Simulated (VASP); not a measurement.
# TiTe2 in VASP: a series of runs

Runs on TiTe2. Level: PBE. Tasks: single point.

All numbers are computed with VASP 6.6.1; they aren't measurements. Logs are shortened: lines on timing, memory, paths and dates and some standing lists are left out, and cuts for length are marked.

## (1) The slab as given

The cell holds a slab with vacuum, 6 atoms: a = 3.777 Å, b = 3.777 Å, c = 27.913 Å, α = 90.00°, β = 90.00°, γ = 120.00°.

## (2) Single point, PBE

Contents of INCAR:

```
SYSTEM = TiTe2
ALGO = Normal ; DIPOL = 0.5 0.5 0.500
EDIFF = 1E-7 ; ENCUT = 520
GGA = PE ; IDIPOL = 3
ISIF = 2 ; ISMEAR = 0
LASPH = .True. ; LCHARG = .False.
LDIPOL = .True. ; LREAL = .False.
LVACPOTAV = .True. ; LVHAR = .True.
LWAVE = .False. ; NBANDS = 38
NELM = 120 ; PREC = Accurate
SIGMA = 0.05
```

Contents of KPOINTS:

```
k-points
0
Gamma
  9 9 1
  0 0 0
```

Contents of POSCAR:

```
TiTe2
1.0
    3.7770008876      0.0000000000      0.0000000000
   -1.8885004438      3.2709787188      0.0000000000
    0.0000000000      0.0000000000     27.9133488000
Te Ti
4 2
Direct
    0.3333333333      0.6666666666      0.3224263797
    0.6666666667      0.3333333334      0.4447817741
    0.3333333333      0.6666666666      0.5552182259
    0.6666666667      0.3333333334      0.6775736203
    0.0000000000      0.0000000000      0.3836040769
    0.0000000000      0.0000000000      0.6163959231
```

Potentials or basis: VASP PAW PBE potentials, release 64 (Te, Ti_sv).

On the command line:

```bash
> cat potpaw_PBE.64/Te/POTCAR potpaw_PBE.64/Ti_sv/POTCAR > POTCAR
> mpirun -np 1 vasp_std > vasp.out
```

OUTCAR:

```text
SYSTEM = TiTe2
   EDIFF = 1E-7
   ENCUT = 520
   GGA = PE
   ISIF = 2
   ISMEAR = 0
   LASPH = .True.
   LREAL = .False.
   NELM = 120
   PREC = Accurate

 Found     12 irreducible k-points:

 Following reciprocal coordinates:
            Coordinates               Weight
  0.000000  0.000000  0.000000      1.000000
  0.111111  0.000000  0.000000      6.000000
  0.222222 -0.000000  0.000000      6.000000
  0.333333  0.000000  0.000000      6.000000
  0.444444 -0.000000  0.000000      6.000000
  0.111111  0.111111  0.000000      6.000000
   k-points           NKPTS =     12   k-points in BZ     NKDIM =     12   number of bands    NBANDS=     38
   number of dos      NEDOS =    301   number of ions     NIONS =      6
   total plane-waves  NPLWV = 164640
   dimension x,y,z NGX =    28 NGY =   28 NGZ =  210
   dimension x,y,z NGXF=    56 NGYF=   56 NGZF=  420
   ions per type =               4   2
   NGX,Y,Z   is equivalent  to a cutoff of  12.32, 12.32, 12.51 a.u.
   NGXF,Y,Z  is equivalent  to a cutoff of  24.65, 24.65, 25.01 a.u.
 SYSTEM =  TiTe2
   PREC   = accura    normal or accurate (medium, high low for compatibility)
   ISTART =      0    job   : 0-new  1-cont  2-samecut
   ICHARG =      2    charge: 1-file 2-atom 10-const
   ISPIN  =      1    spin polarized calculation?
   LNONCOLLINEAR =      F non collinear calculations
   LSORBIT =      F    spin-orbit coupling
   LASPH  =      T    aspherical Exc in radial PAW
   ENCUT  =  520.0 eV  38.22 Ry    6.18 a.u.   7.02  7.02 51.90*2*pi/ulx,y,z
   NELM   =    120;   NELMIN=  2; NELMDL= -5     # of ELM steps
   EDIFF  = 0.1E-06   stopping-criterion for ELM
   LREAL  =      F    real-space projection
   EDIFFG = 0.1E-05   stopping-criterion for IOM
   NSW    =      0    number of steps for IOM
   IBRION =     -1    ionic relax: 0-MD 1-quasi-New 2-CG
   NFREE  =      0    steps in history (QN), initial steepest desc. (CG)
   ISIF   =      2    stress and relaxation
   ISYM   =      2    0-nonsym 1-usesym 2-fastsym
   POTIM  = 0.5000    time-step for ionic-motion
   TEBEG  =    0.0;   TEEND  =   0.0 temperature during run
   PSTRESS=    0.0 pullay stress
   NELECT =      48.0000    total number of electrons
   NUPDOWN=      -1.0000    fix difference up-down
   EMIN   =  10.00;   EMAX   =-10.00  energy-range for DOS
   EFERMI =   0.00;   METHOD = LEGACY
   ISMEAR =     0;   SIGMA  =   0.05  broadening in eV -4-tet -1-fermi 0-gaus
   EFERMI_NEDOS =   21; number of points for ismear=-14 and -15
   IALGO  =     38    algorithm
   IMIX   =      4    mixing-type and parameters
     AMIX     =   0.40;   BMIX     =  1.00
     AMIX_MAG =   1.60;   BMIX_MAG =  1.00
  volume/ion in A,a.u.               =      57.48       387.87
  Fermi-wavevector in a.u.,A,eV,Ry     =   0.848418  1.603277  9.793642  0.719812
  Thomas-Fermi vector in A             =   1.964078
   LORBIT       =      0    0 simple, 1 ext, 2 COOP (PROOUT), +10 PAW based schemes
   GGA     = PE    functional components
   LHFCALC =     F    Hartree Fock is set to
   AEXX    =    0.0000 exact exchange contribution
   IVDW    =     0    specifies the selected vdW correction
   LEPSILON=     F    determine dielectric tensor
   LRPA    =     F    only Hartree local field effects (RPA)
 non-spin polarized calculation
 Gauss-broadening in eV      SIGMA  =   0.05
  energy-cutoff  :      520.00
  volume of cell :      344.86
 maximum number of plane-waves:      9331
 NGX is ok and might be reduce to    28
   NGX = 13   NGY = 13   NGZ =103

 dipolmoment           0.000000      0.000000     -0.000000 electrons x Angstroem

 number of electron      47.9999984 magnetization

 dipolmoment           0.000000      0.000000      0.000000 electrons x Angstroem

 Free energy of the ion-electron system (eV)
  ---------------------------------------------------
  ext. energy  EPLUGINS =         0.00000000
  ---------------------------------------------------
  free energy    TOTEN  =       -32.37136237 eV

  energy without entropy =      -32.36548595  energy(sigma->0) =      -32.36842416

 E-fermi :   0.5044     XC(G=0):  -5.0104

 val. band max:        0.4923850836   @ k =   0.3333   0.0000   0.0000
 cond. band min:       0.5299591878   @ k =   0.4444  -0.0000   0.0000
 fundamental gap:      0.0375741043
 Fermi energy:         0.5043982705

 k-point     1 :       0.0000    0.0000    0.0000
  band No.  band energies     occupation
      1     -56.9840      2.00000
      2     -56.9840      2.00000
      3     -33.2360      2.00000
      4     -33.2360      2.00000
      5     -33.2359      2.00000
      6     -33.2359      2.00000
[... 28 lines left out ...]
     35       4.8620      0.00000
     36       4.9745      0.00000

 k-point     2 :       0.1111    0.0000    0.0000
  band No.  band energies     occupation
      1     -56.9837      2.00000
      2     -56.9837      2.00000
      3     -33.2408      2.00000
      4     -33.2408      2.00000
      5     -33.2371      2.00000
      6     -33.2371      2.00000
[... 28 lines left out ...]
     35       5.0787      0.00000
     36       5.1636      0.00000

 k-point     3 :       0.2222   -0.0000    0.0000
  band No.  band energies     occupation
      1     -56.9828      2.00000
      2     -56.9828      2.00000
      3     -33.2531      2.00000
      4     -33.2531      2.00000
      5     -33.2399      2.00000
      6     -33.2399      2.00000
[... 28 lines left out ...]
     35       5.5583      0.00000
     36       5.6016      0.00000

 k-point     4 :       0.3333    0.0000    0.0000
  band No.  band energies     occupation
      1     -56.9818      2.00000
      2     -56.9818      2.00000
      3     -33.2670      2.00000
      4     -33.2670      2.00000
      5     -33.2431      2.00000
      6     -33.2431      2.00000
[... 28 lines left out ...]
     35       5.3658      0.00000
     36       5.4700      0.00000

 k-point     5 :       0.4444   -0.0000    0.0000
  band No.  band energies     occupation
      1     -56.9811      2.00000
      2     -56.9811      2.00000
      3     -33.2760      2.00000
      4     -33.2760      2.00000
      5     -33.2452      2.00000
      6     -33.2452      2.00000
[... 28 lines left out ...]
     35       4.8857      0.00000
     36       5.1962      0.00000

 k-point     6 :       0.1111    0.1111    0.0000
  band No.  band energies     occupation
      1     -56.9830      2.00000
      2     -56.9830      2.00000
      3     -33.2489      2.00000
      4     -33.2489      2.00000
      5     -33.2395      2.00000
      6     -33.2395      2.00000
[... 28 lines left out ...]
     35       5.4319      0.00000
     36       5.4847      0.00000

 [... further k-points ...]

 [bands above 36 left out]

------------------------ aborting loop because EDIFF is reached ----------------------------------------

  FORCE on cell =-STRESS in cart. coord.  units (eV):
  Direction    XX          YY          ZZ          XY          YZ          ZX
  --------------------------------------------------------------------------------------
  -------------------------------------------------------------------------------------
  Total        0.3158117      0.3158117      1.7731908      0.0000000     -0.0000000      0.0000000
  in kB        1.4672432      1.4672432      8.2381428      0.0000000     -0.0000000      0.0000000
  external PRESSURE =       3.7242097 kB  Pullay stress =       0.0000000 kB

 VOLUME and BASIS-vectors are now :
 -----------------------------------------------------------------------------
  energy-cutoff  :      520.00
  volume of cell :      344.86
      direct lattice vectors                 reciprocal lattice vectors
     3.777000888  0.000000000  0.000000000     0.264760330  0.152859448  0.000000000
    -1.888500444  3.270978719  0.000000000     0.000000000  0.305718895  0.000000000
     0.000000000  0.000000000 27.913348800     0.000000000  0.000000000  0.035825153

 POSITION                                       TOTAL-FORCE (eV/Angst)
 -----------------------------------------------------------------------------------
     -0.00000      2.18065      9.00000        -0.000000     -0.000000     -0.267471
      1.88850      1.09033     12.41535         0.000000     -0.000000      0.021306
     -0.00000      2.18065     15.49800        -0.000000      0.000000     -0.021306
      1.88850      1.09033     18.91335         0.000000      0.000000      0.267471
      0.00000      0.00000     10.70767         0.000000     -0.000000      0.122871
      0.00000      0.00000     17.20567        -0.000000      0.000000     -0.122871
 -----------------------------------------------------------------------------------
    total drift:                               -0.000000     -0.000000      0.000000

  FREE ENERGIE OF THE ION-ELECTRON SYSTEM (eV)
  ---------------------------------------------------
  free  energy   TOTEN  =       -32.3713623668 eV

  energy  without entropy=      -32.3654859486  energy(sigma->0) =      -32.36842416

 vacuum level on the upper side and lower side of the slab         5.444         5.444
```

Wall time 3.5 min (1 thread of Intel Xeon 6975P-C (Granite Rapids), shared host); peak memory 0.44 GiB.

These settings aren't checked as converged: the numbers below hold their error.

What came out:

```yaml
Free_energy: -32.3714 eV
Largest_force: 0.267 eV/Å
Band_gap_on_the_k_mesh: none (metal or under the smearing width)
Work_function_of_the_upper_face: 4.94 eV
Work_function_of_the_lower_face: 4.94 eV
```

## (3) Single point, PBE

This run uses another cell than the first one, of 28.65 Å³/atom, 0.498 times its volume.

INCAR: that of step 2 with these lines changed.

```diff
@@ -2,3 +2,3 @@
 ALGO = Normal ; DIPOL = 0.5 0.5 0.500
-EDIFF = 1E-7 ; ENCUT = 520
+EDIFF = 1E-7 ; ENCUT = 460
 GGA = PE ; IDIPOL = 3
```

Contents of KPOINTS:

```
k-points
0
Gamma
  5 5 1
  0 0 0
```

Contents of POSCAR:

```
TiTe2
1.0
    3.7770008876      0.0000000000      0.0000000000
   -1.8885004438      3.2709787188      0.0000000000
    0.0000000000      0.0000000000     13.9133488000
Te Ti
4 2
Direct
    0.3333333333      0.6666666666      0.1437468455
    0.6666666667      0.3333333334      0.3892196536
    0.3333333333      0.6666666666      0.6107803464
    0.6666666667      0.3333333334      0.8562531545
    0.0000000000      0.0000000000      0.2664832495
    0.0000000000      0.0000000000      0.7335167505
```

Potentials or basis: VASP PAW PBE potentials, release 64 (Te, Ti_sv).

On the command line:

```bash
> cat potpaw_PBE.64/Te/POTCAR potpaw_PBE.64/Ti_sv/POTCAR > POTCAR
> mpirun -np 1 vasp_std > vasp.out
```

Wall time 32 s (1 thread of Intel Xeon 6975P-C (Granite Rapids), shared host); peak memory 0.25 GiB.

These settings aren't checked as converged: the numbers below hold their error.

Results:

```yaml
Free_energy: -32.3225 eV
Largest_force: 0.178 eV/Å
Band_gap_on_the_k_mesh: none (metal or under the smearing width)
```

Caveat: the k mesh is coarse (spacing up to 0.38 Å⁻¹), so the values aren't converged.

## (4) Single point, PBE

This run uses another cell than the first one, of 45.12 Å³/atom, 0.785 times its volume.

INCAR: that of step 3 with these lines changed.

```diff
@@ -2,3 +2,3 @@
 ALGO = Normal ; DIPOL = 0.5 0.5 0.500
-EDIFF = 1E-7 ; ENCUT = 460
+EDIFF = 1E-7 ; ENCUT = 650
 GGA = PE ; IDIPOL = 3
```

Contents of KPOINTS:

```
k-points
0
Gamma
  3 3 1
  0 0 0
```

Contents of POSCAR:

```
TiTe2
1.0
    3.7770008876      0.0000000000      0.0000000000
   -1.8885004438      3.2709787188      0.0000000000
    0.0000000000      0.0000000000     21.9133488000
Te Ti
4 2
Direct
    0.3333333333      0.6666666666      0.2738057088
    0.6666666667      0.3333333334      0.4296627086
    0.3333333333      0.6666666666      0.5703372914
    0.6666666667      0.3333333334      0.7261942912
    0.0000000000      0.0000000000      0.3517342087
    0.0000000000      0.0000000000      0.6482657913
```

On the command line:

```bash
> cat potpaw_PBE.64/Te/POTCAR potpaw_PBE.64/Ti_sv/POTCAR > POTCAR
> mpirun -np 1 vasp_std > vasp.out
```

Wall time 64 s (1 thread of Intel Xeon 6975P-C (Granite Rapids), shared host); peak memory 0.44 GiB.

These settings aren't checked as converged: the numbers below hold their error.

What came out:

- Free energy: -31.9781 eV
- Largest force: 0.334 eV/Å
- Band gap on the k mesh: none (metal or under the smearing width)
- Work function of the upper face: 4.92 eV
- Work function of the lower face: 4.92 eV

Caveat: the k mesh is coarse (spacing up to 0.64 Å⁻¹), so the values aren't converged.

## (5) Single point, PBE

This run uses another cell than the first one, of 45.12 Å³/atom, 0.785 times its volume.

INCAR: that of step 4 with these lines changed.

```diff
@@ -2,3 +2,3 @@
 ALGO = Normal ; DIPOL = 0.5 0.5 0.500
-EDIFF = 1E-7 ; ENCUT = 650
+EDIFF = 1E-7 ; ENCUT = 280
 GGA = PE ; IDIPOL = 3
```

Contents of KPOINTS:

```
k-points
0
Gamma
  7 7 1
  0 0 0
```

POSCAR is that of step 4.

On the command line:

```bash
> cat potpaw_PBE.64/Te/POTCAR potpaw_PBE.64/Ti_sv/POTCAR > POTCAR
> mpirun -np 1 vasp_std > vasp.out
```

Run time: 41 s. Hardware: 1 thread of Intel Xeon 6975P-C (Granite Rapids), shared host; peak memory 0.24 GiB.

The run converged, but some of its settings lie outside the range that counts as converged, so its numbers aren't taken as properties of the slab.

What came out:

```yaml
Free_energy: -32.3490 eV
Largest_force: 0.244 eV/Å
Band_gap_on_the_k_mesh: none (metal or under the smearing width)
Work_function_of_the_upper_face: 5.01 eV
Work_function_of_the_lower_face: 5.01 eV
```

Caveat: the cutoff is under 1.25 times the usual one of these potentials, so pressure, stress and relaxed cells hold a basis-set (Pulay) error.
